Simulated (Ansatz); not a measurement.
# MgI2: the cost of one run

Program: Ansatz 0.2.0. Level of theory: DFT PBEsol, scalar-relativistic, plane waves, PAW. These are calculated values, not measurements.

2 further runs of the same task are left out: 2 set aside as unsound or not needed.

## (1) The structure to begin with

The structure is trigonal, space group P-3m1 (No. 164). Conventional cell: a = 4.131 Å, b = 4.131 Å, c = 7.024 Å, α = 90.00°, β = 90.00°, γ = 120.00°. Around Mg (site symmetry -3m) lie 6 I at 2.91 Å. Around I (site symmetry 3m) lie 3 Mg at 2.91 Å.

Structure file:

```
CELL_PARAMETERS angstrom
4.13073 0.00000 0.00000
-2.06536 3.57731 0.00000
0.00000 0.00000 7.02434
ATOMIC_POSITIONS crystal
Mg 0.00000 0.00000 0.00000
I 0.33333 0.66667 0.76251
I 0.66667 0.33333 0.23749
```

It is the result of an earlier relaxation at this level (volume 34.60 Å³/atom; gap on the mesh: 3.55 eV).

The unstrained cell was computed beforehand with the same settings: E(σ→0) = -16779.8270 eV for 3 atoms, gap 3.52 eV over the zone.

## (2) At -1.5 %

File input.yaml:

```yaml
crystal:
  lattice:
    - [4.1307255317, 0.0, 0.0]
    - [-2.0653627658, 3.5773132465, 0.0]
    - [0.0, 0.0, 6.9189702615]
  atoms:
    - { symbol: Mg, position: [0.0, 0.0, 0.0] }
    - { symbol: I, position: [0.3333333333, 0.6666666667, 0.7625121869] }
    - { symbol: I, position: [0.6666666667, 0.3333333333, 0.2374878131] }
basis:
  ecutwfc: 420
kpoints:
  mp_grid: { grid: [6, 6, 4] }
hamiltonian:
  xc: pbesol
scf:
  occupations: { method: gaussian, width: 0.02 }
output:
  forces: true
  stress: true
  eigenvalues: true
relax:
  adjacent_minimum: "off"
  f_tol: 0.008
  max_steps: 40
```

On the command line:

```bash
$ ansatz run input.yaml --threads 1 --pin off --max-ram 2560MiB --backend cpu --events-out ev --progress --plain --runs-dir out
```

**Question.** How long does this run take on 1 thread of Arm Neoverse V2, shared host, and how much memory does it need?

About 11 s, with a peak of 0.37 GiB.
